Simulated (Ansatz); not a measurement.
Runs of Ansatz 0.2.0 on TiAl3. It takes space group Pmm2 (No. 25, orthorhombic). The conventional cell has a = 2.840 Å, b = 4.681 Å, c = 4.901 Å, α = 90.00°, β = 90.00°, γ = 90.00°. Around Ti (site symmetry mm2) lie 10 Al at 2.83 to 2.85 Å and 2 Ti at 2.84 Å. Al (site symmetry mm2) is surrounded by 10 Al at 2.81 to 2.86 Å and 2 Ti at 2.85 Å. Al (site symmetry mm2) has 8 Al at 2.81 to 2.86 Å and 4 Ti at 2.85 Å as nearest neighbours. Around Al (site symmetry mm2) lie 4 Ti at 2.83 to 2.84 Å and 8 Al at 2.84 to 2.86 Å. The cell comes from a database or a generator and needn't be the stable form of this composition.

```csv
task,level,k mesh,points for each segment of the path,mesh quality,gap on the mesh (eV),pressure (GPa),V0 of scaled cells (Å³/atom),B0 (GPa),largest force (eV/Å)
equation of state,PBEsol,9 × 6 × 6,-,not flagged,-,-,(b),104,-
band structure,LDA,5 × 3 × 3,14,coarse,none,-5.1,-,-,(c)
band structure,PBEsol,9 × 6 × 6,14,not flagged,none,(a),-,-,0.05
equation of state,LDA,9 × 6 × 6,-,not flagged,-,-,15.47,109,-
phonons,PBEsol,8 × 6 × 6,-,not flagged,none,-,-,-,-
```

Alike in all rows: potentials or basis Ansatz PAW; no spin polarisation; cell as given; cutoff (eV) 420; smearing fermi-dirac 0.05 eV.

Problem. Estimate the missing entries.

Solution. (a) -2.4; (b) 15.90; (c) 0.22.

Caveats: some runs use coarse meshes; the PAW data sets come from PBE, with cores solved anew for the run's functional, which leaves a small shift of forces and pressure; the cell was scaled at fixed shape and fractional positions, which overstates the stiffness of a crystal with free parameters, most of all of layers and chains (some runs).

A k mesh can miss the band edges.

A gap of «none» marks a metal or a gap under the smearing width.

Not every run made on this cell is shown here.
